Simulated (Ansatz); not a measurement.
# Pt(111) with 4 layers of random Pt-Mo, 2x2: scattering by chemical disorder, part 2 of 2

Wanted: resistance against the alloy's length, first Pt(111) with 4 layers of random Pt-Mo, 2x2.

Ansatz 0.2.0; Ansatz plane-wave DFT, PBE, PAW files; ballistic transport by layer matching (Landauer), zero bias; PAW set soft_1.

So far. Step 3 (With 8 alloy layers): Over the solved energies the transmission per spin lies between 1.55 and 1.70, out of 6.77 channels of the lead on average (up to 7.04).

## Step 4: With 12 alloy layers

In 12 layers a share of 0.25 of the sites is given to Mo at random. A fresh draw is used; the growth of the resistance with length is what counts.

System of this step: Pt(111) with 12 layers of random Pt-Mo, 2x2. The cell holds 72 atoms: 60 Pt and 12 Mo. Cell: a = 5.546 Å, b = 5.546 Å, c = 40.757 Å, α = 90.0°, β = 90.0°, γ = 120.0°. It derives from Pt. Regions: lead, 24 atoms (24 Pt); scattering region, 48 atoms (36 Pt and 12 Mo). The structure is stacked along c, and the current runs across the ab planes.

Input file input.yaml:

```yaml
crystal:
  lattice:
    - [5.5462627489, 0.0, 0.0]
    - [-2.7731313745, 4.8032044366, 0.0]
    - [0.0, 0.0, 40.7565411427]
  atoms:
    - { symbol: Pt, position: [0.0, 0.0, 0.0277777778] }
    - { symbol: Pt, position: [0.0, 0.5, 0.0277777778] }
    - { symbol: Pt, position: [0.5, 0.0, 0.0277777778] }
    - { symbol: Pt, position: [0.5, 0.5, 0.0277777778] }
    - { symbol: Pt, position: [0.1666666667, 0.3333333333, 0.0833333333] }
    - { symbol: Pt, position: [0.1666666667, 0.8333333333, 0.0833333333] }
    - { symbol: Pt, position: [0.6666666667, 0.3333333333, 0.0833333333] }
    - { symbol: Pt, position: [0.6666666667, 0.8333333333, 0.0833333333] }
    - { symbol: Pt, position: [0.3333333333, 0.1666666667, 0.1388888889] }
    - { symbol: Pt, position: [0.3333333333, 0.6666666667, 0.1388888889] }
    - { symbol: Pt, position: [0.8333333333, 0.1666666667, 0.1388888889] }
    - { symbol: Pt, position: [0.8333333333, 0.6666666667, 0.1388888889] }
    - { symbol: Pt, position: [0.0, 0.0, 0.1944444444] }
    - { symbol: Pt, position: [0.0, 0.5, 0.1944444444] }
    - { symbol: Pt, position: [0.5, 0.0, 0.1944444444] }
    - { symbol: Pt, position: [0.5, 0.5, 0.1944444444] }
    - { symbol: Pt, position: [0.1666666667, 0.3333333333, 0.25] }
    - { symbol: Pt, position: [0.1666666667, 0.8333333333, 0.25] }
    - { symbol: Mo, position: [0.6666666667, 0.3333333333, 0.25] }
    - { symbol: Pt, position: [0.6666666667, 0.8333333333, 0.25] }
    - { symbol: Mo, position: [0.3333333333, 0.1666666667, 0.3055555556] }
    - { symbol: Mo, position: [0.3333333333, 0.6666666667, 0.3055555556] }
    - { symbol: Pt, position: [0.8333333333, 0.1666666667, 0.3055555556] }
    - { symbol: Pt, position: [0.8333333333, 0.6666666667, 0.3055555556] }
    - { symbol: Pt, position: [0.0, 0.0, 0.3611111111] }
    - { symbol: Mo, position: [0.0, 0.5, 0.3611111111] }
    - { symbol: Pt, position: [0.5, 0.0, 0.3611111111] }
    - { symbol: Pt, position: [0.5, 0.5, 0.3611111111] }
    - { symbol: Mo, position: [0.1666666667, 0.3333333333, 0.4166666667] }
    - { symbol: Pt, position: [0.1666666667, 0.8333333333, 0.4166666667] }
    - { symbol: Mo, position: [0.6666666667, 0.3333333333, 0.4166666667] }
    - { symbol: Pt, position: [0.6666666667, 0.8333333333, 0.4166666667] }
    - { symbol: Pt, position: [0.3333333333, 0.1666666667, 0.4722222222] }
    - { symbol: Pt, position: [0.3333333333, 0.6666666667, 0.4722222222] }
    - { symbol: Mo, position: [0.8333333333, 0.1666666667, 0.4722222222] }
    - { symbol: Pt, position: [0.8333333333, 0.6666666667, 0.4722222222] }
    - { symbol: Pt, position: [0.0, 0.0, 0.5277777778] }
    - { symbol: Pt, position: [0.0, 0.5, 0.5277777778] }
    - { symbol: Pt, position: [0.5, 0.0, 0.5277777778] }
    - { symbol: Pt, position: [0.5, 0.5, 0.5277777778] }
    - { symbol: Pt, position: [0.1666666667, 0.3333333333, 0.5833333333] }
    - { symbol: Pt, position: [0.1666666667, 0.8333333333, 0.5833333333] }
    - { symbol: Pt, position: [0.6666666667, 0.3333333333, 0.5833333333] }
    - { symbol: Pt, position: [0.6666666667, 0.8333333333, 0.5833333333] }
    - { symbol: Mo, position: [0.3333333333, 0.1666666667, 0.6388888889] }
    - { symbol: Pt, position: [0.3333333333, 0.6666666667, 0.6388888889] }
    - { symbol: Mo, position: [0.8333333333, 0.1666666667, 0.6388888889] }
    - { symbol: Pt, position: [0.8333333333, 0.6666666667, 0.6388888889] }
    - { symbol: Pt, position: [0.0, 0.0, 0.6944444444] }
    - { symbol: Mo, position: [0.0, 0.5, 0.6944444444] }
    - { symbol: Pt, position: [0.5, 0.0, 0.6944444444] }
    - { symbol: Mo, position: [0.5, 0.5, 0.6944444444] }
    - { symbol: Pt, position: [0.1666666667, 0.3333333333, 0.75] }
    - { symbol: Pt, position: [0.1666666667, 0.8333333333, 0.75] }
    - { symbol: Pt, position: [0.6666666667, 0.3333333333, 0.75] }
    - { symbol: Mo, position: [0.6666666667, 0.8333333333, 0.75] }
    - { symbol: Pt, position: [0.3333333333, 0.1666666667, 0.8055555556] }
    - { symbol: Pt, position: [0.3333333333, 0.6666666667, 0.8055555556] }
    - { symbol: Pt, position: [0.8333333333, 0.1666666667, 0.8055555556] }
    - { symbol: Pt, position: [0.8333333333, 0.6666666667, 0.8055555556] }
    - { symbol: Pt, position: [0.0, 0.0, 0.8611111111] }
    - { symbol: Pt, position: [0.0, 0.5, 0.8611111111] }
    - { symbol: Pt, position: [0.5, 0.0, 0.8611111111] }
    - { symbol: Pt, position: [0.5, 0.5, 0.8611111111] }
    - { symbol: Pt, position: [0.1666666667, 0.3333333333, 0.9166666667] }
    - { symbol: Pt, position: [0.1666666667, 0.8333333333, 0.9166666667] }
    - { symbol: Pt, position: [0.6666666667, 0.3333333333, 0.9166666667] }
    - { symbol: Pt, position: [0.6666666667, 0.8333333333, 0.9166666667] }
    - { symbol: Pt, position: [0.3333333333, 0.1666666667, 0.9722222222] }
    - { symbol: Pt, position: [0.3333333333, 0.6666666667, 0.9722222222] }
    - { symbol: Pt, position: [0.8333333333, 0.1666666667, 0.9722222222] }
    - { symbol: Pt, position: [0.8333333333, 0.6666666667, 0.9722222222] }
kpoints:
  mp_grid: { grid: [5, 5, 1] }
hamiltonian:
  xc: pbe
  pseudopotentials: { kind: paw, azcp: { folder: soft_1 } }
scf:
  occupations: { method: fermi_dirac, width: 0.1 }
output:
  transmission:
    leads: [[0, 4]]
    kmesh: [10, 10]
    e_range: [-0.05, 0.05]
    de: 0.05
  write_potential: true
  write_density: true
  volumetric_format: npy
```

The run is started by

```console
$ ansatz run input.yaml --threads 4 --pin off --max-ram 15360MiB --backend cpu --events-out ev --progress --plain --runs-dir out
```

Numbers of over 12 decimals in the logs are rounded to 6 here.

The log of the run:

```text
[...]
Crystal: 72 atoms, lattice volume = 1085.747 Å³
Basis set: ecut = 420 eV, 21305 PW (Γ)
Bands: 749, of which v1, the nominal top of the filled ones, is band 624 counted from 1 (623 counted from 0)
Symmetry: 1 space group operations
[...]
k-points: 13 of 25 (time reversal used)
[...]
SCF iter   1: F=—  HF=-811003.948476 eV  |F-HF|=—  |Δ(HF+E_count)|=         —  Δρ=1.16e-1  dr2=1.76e3  ethr=3.10e-3  ⟨swp⟩=4.8  Hψ=28088  notcnv=0  defer=347
[...]
SCF iter  11: F=-810963.165660 eV  HF=-810963.165660 eV  |F-HF|=2.63e-8  |Δ(HF+E_count)|=   5.82e-9  Δρ=3.68e-7  dr2=2.70e-8  ethr=8.01e-12  ⟨swp⟩=8.0  Hψ=26167  notcnv=0
SCF 1 converged in 11 iterations: F = -810963.165660 eV  dr2 = 2.70e-8
[...]
transmission: 381 of 3796 steps passed
transmission: 761 of 3796 steps passed
[...]
transmission: 3796 of 3796 steps passed
SCF converged after 11 iterations
Free energy (F): -810963.165660 eV
[...]
Internal energy: -810960.058810 eV  (E = F + TS)
E sigma→0 (E₀):  -810961.612235 eV
Entropy (-TS):   -3.106850 eV (-43.151 meV/atom)
Fermi energy:    23.312364 eV
[...]
--- Band table (eV; the first three rows and the last of 13) ---
  k-point 0: bands = [... 620 lower, 23.5390, 23.5441, 23.5683, 23.6067, 23.6086, 23.6167, 23.6287, 23.6735, ... 121 higher]
  k-point 1: bands = [... 620 lower, 23.3496, 23.3591, 23.3915, 23.4230, 23.4459, 23.4647, 23.5032, 23.5199, ... 121 higher]
  k-point 2: bands = [... 620 lower, 23.1703, 23.2163, 23.2339, 23.2580, 23.2832, 23.2969, 23.3242, 23.3536, ... 121 higher]
  k-point 12: bands = [... 620 lower, 23.2229, 23.2271, 23.2788, 23.2958, 23.3123, 23.3290, 23.3548, 23.3705, ... 121 higher]
--- Transmission ---
  basis      : 241 plane waves across, 73 finite elements along
  points     : 52, standing for a mesh of 10 x 10
[...]
channels       : 6.890000e0 a spin
[...]
junction   : crystal 0 to crystal 0, 0.70 to 39.19 Å
    transmission   : 1.140691e0 a spin
[...]
```

Run time: 27 min. Hardware: 4 threads of Arm Neoverse V1, shared host; peak memory 8.3 GiB.

This step gave:

```yaml
free_energy: -810963.1657 eV
energy_at_zero_smearing: -810961.6122 eV
fermi_energy: 23.31 eV
transmission_per_spin_nearest_the_fermi_level: 1.141
open_channels_per_spin_nearest_the_fermi_level: 6.89
step_of_the_lead_s_potential: 12.7 meV
```

Per spin. The transmission, zone mean by energy, zero at the Fermi level:

| energy (eV) | transmission, zone mean |
| --- | --- |
| -0.0500 | 1.23 |
| 0.0000 | 1.14 |
| 0.0500 | 1.15 |

Over the solved energies the transmission per spin lies between 1.14 and 1.23, out of 6.71 channels of the lead on average (up to 7.04).

## Step 5: Resistance against length

This step: Ansatz plane-wave DFT, PBE, PAW files; ballistic transport by layer matching (Landauer), zero bias; residual resistivity from the slope of the area resistance, atoms on the host's lattice; PAW set soft_1 (Ansatz 0.2.0).

This step gave:

| Property | Result |
| --- | --- |
| resistivity | 61.50 µΩ cm |
| intercept | 0.6665 fΩ m² |
| scatter about the fit | 0.1143 fΩ m² |

Resistance, by row:

| run | length (Å) | T | channels N | RA (fΩ m²) |
| --- | --- | --- | --- | --- |
| n4 | 9.057 | 1.905 | 6.863 | 1.304 |
| n8 | 18.11 | 1.617 | 6.773 | 1.619 |
| n12 | 27.17 | 1.173 | 6.713 | 2.418 |

The area resistance by length of the alloy:

| length of the alloy (Å) | area resistance (fΩ m²) |
| --- | --- |
| 9.06 | 1.30 |
| 18.11 | 1.62 |
| 27.17 | 2.42 |

The area resistance goes from 1.3 to 2.4 fΩ m² between 9.1 and 27.2 Å, a slope of 61 µΩ cm.

By hand from the end points: (2.418 − 1.304) fΩ m² / (27.17 − 9.06) Å = 61 µΩ cm, since 1 fΩ m² per Å is 1000 µΩ cm.

## Step 6: Outcome

```json
{"resistivity from the slope": "61.5 µΩ cm", "area resistance over 9.06 Å": "1.30 fΩ m²", "area resistance over 18.1 Å": "1.62 fΩ m²", "area resistance over 27.2 Å": "2.42 fΩ m²"}
```

In words: The slope gives 61 µΩ cm. The points scatter by 0.11 fΩ m² about the line, with one random draw a length in a 2x2 cell, so the slope is a rough value. The lead's own channel count moves between the runs (6.86, 6.77 and 6.71), which shifts RA and the slope too. Read with a model of isotropic scattering on a spherical Fermi surface and the lead's 2.0×10¹⁵ S/m², this slope means a mean free path near 6.1 Å; over these lengths the model's slope is within 3 % of its bulk resistivity. The atoms sit on the host's lattice, so scattering by size misfit is left out. Spin-orbit coupling is left out, which matters for Pt. A lead's potential steps by up to 39 meV from period to period, which the log calls too much, so longer leads could move the result.

[Logs are printed without paths, hosts, clocks, repeated set-up lines and the standing remarks that a program may print on its own settings, such as how far it seeks lower states.]

[Hosts, paths, dates, database ids (printed as entryN), source tags and the programs' standing remarks are cut or masked in the printed files.]
